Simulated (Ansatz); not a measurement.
# Generalised stacking fault in SiC

Theory: DFT PBE, scalar-relativistic, plane waves, PAW (Ansatz). Cutoff 420 eV, Γ-centred 10×10×2 k-points, Gaussian smearing of 0.05 eV. No spin polarisation. Energies are free energies at this smearing, counted from the undisturbed cell; pressure is positive in compression.

Zero of the scan (as given, not relaxed at this level; it stands at 4.8 GPa):

```yaml
crystal:
  lattice:
    - [2.17400, -2.17400, 0.00000]
    - [2.17400, 0.00000, -2.17400]
    - [8.69600, 8.69600, 8.69600]
  atoms:
    - { symbol: Si, position: [0.66667, 0.66667, 0.06247] }
    - { symbol: Si, position: [0.00000, 0.00000, 0.89580] }
    - { symbol: Si, position: [0.33333, 0.33333, 0.22913] }
    - { symbol: Si, position: [0.66667, 0.66667, 0.56247] }
    - { symbol: Si, position: [0.00000, 0.00000, 0.39580] }
    - { symbol: Si, position: [0.33333, 0.33333, 0.72913] }
    - { symbol: C, position: [0.66667, 0.66667, 0.43747] }
    - { symbol: C, position: [0.00000, 0.00000, 0.27080] }
    - { symbol: C, position: [0.33333, 0.33333, 0.60413] }
    - { symbol: C, position: [0.66667, 0.66667, 0.93747] }
    - { symbol: C, position: [0.00000, 0.00000, 0.77080] }
    - { symbol: C, position: [0.33333, 0.33333, 0.10413] }
```

The cut lies on the cell's a–b face, a (1 -1 1) plane (indices in the standard cell, whose axes needn't be the Cartesian ones shown) of area 8.19 Å², between layers 1.88 Å apart. Vector c is tilted by f times 1·a + 1·b (length 5.325 Å) with the atoms' Cartesian places fixed: one unrelaxed fault a cell.

```
     f  γ (mJ/m²) shear traction, the slope of γ along the slip (GPa)
0.0000          0                                                  0.0
0.0833        632                                                 29.0
0.1667       2489                                                 51.7
0.2500       4828                                                 48.3
0.3333       6109                                                  0.0
0.4167       5073                                                -33.1
0.5000       3840                                                -19.0
0.5833       3471                                                  0.7
0.6667       3586                                                  0.0
0.7500       3173                                                -20.2
0.8333       1884                                                -34.0
0.9167        542                                                -23.2
```

Cost: 12 runs of about 4.2 core-minutes in all, on Arm Neoverse V2 (shared hosts).